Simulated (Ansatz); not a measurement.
AlCo:

```
Co Al
1.0
     2.81940    0.00000    0.00000
     0.00000    2.81940    0.00000
     0.00000    0.00000    2.81940
Co Al
1 1
Direct
  0.50000 0.50000 0.50000
  0.00000 0.00000 0.00000
```

The cell is a database's computed one.

Alike in all runs: program Ansatz 0.2.0; functional PBEsol; potentials or basis Ansatz PAW; cutoff 420 eV (not typed: the program's choice for these potentials); k mesh 8 × 8 × 8; occupations fermi-dirac, width 0.05 eV.

Only the start or the spin constraint differs. Which run ends lowest in energy?
A. collinear spin, ferromagnetic start of up to 0.5 μB; fixed moment 0.5
B. collinear spin, program default start; fixed moment 0
C. collinear spin, ferromagnetic start of up to 1.5 μB; fixed moment 1.5
D. collinear spin, ferromagnetic start of up to 2.5 μB; fixed moment 2.5
E. collinear spin, ferromagnetic start of up to 1 μB; fixed moment 1
F. collinear spin, ferromagnetic start of up to 2 μB; fixed moment 2

B.

| start | free energy over the lowest (meV/atom) | net moment (μB) | site or absolute moments (μB) | gap |
| --- | --- | --- | --- | --- |
| collinear spin, ferromagnetic start of up to 0.5 μB; fixed moment 0.5 | 46.2 | 0.50 | Co +0.52; Al -0.01 | - |
| collinear spin, program default start; fixed moment 0 | 0.0 | 0.00 | - | - |
| collinear spin, ferromagnetic start of up to 1 μB; fixed moment 1 | 147.6 | 1.00 | Co +0.99; Al -0.00 | - |
| collinear spin, ferromagnetic start of up to 1.5 μB; fixed moment 1.5 | 318.0 | 1.50 | Co +1.38; Al +0.03 | - |
| collinear spin, ferromagnetic start of up to 2.5 μB; fixed moment 2.5 | 1071.0 | 2.50 | Co +2.04; Al +0.13 | - |
| collinear spin, ferromagnetic start of up to 3 μB; fixed moment 3 | 1606.3 | 3.00 | Co +2.34; Al +0.20 | - |
| collinear spin, ferromagnetic start of up to 4 μB; fixed moment 4 | 2939.8 | 4.00 | Co +2.85; Al +0.39 | - |
| collinear spin, ferromagnetic start of up to 2 μB; fixed moment 2 | 624.7 | 2.00 | Co +1.71; Al +0.08 | - |

All polarised runs hold their moment fixed, so the table maps the energy against it. A still lower state may exist.

Caveats: the total moment is fixed, so each spin has its own Fermi level.
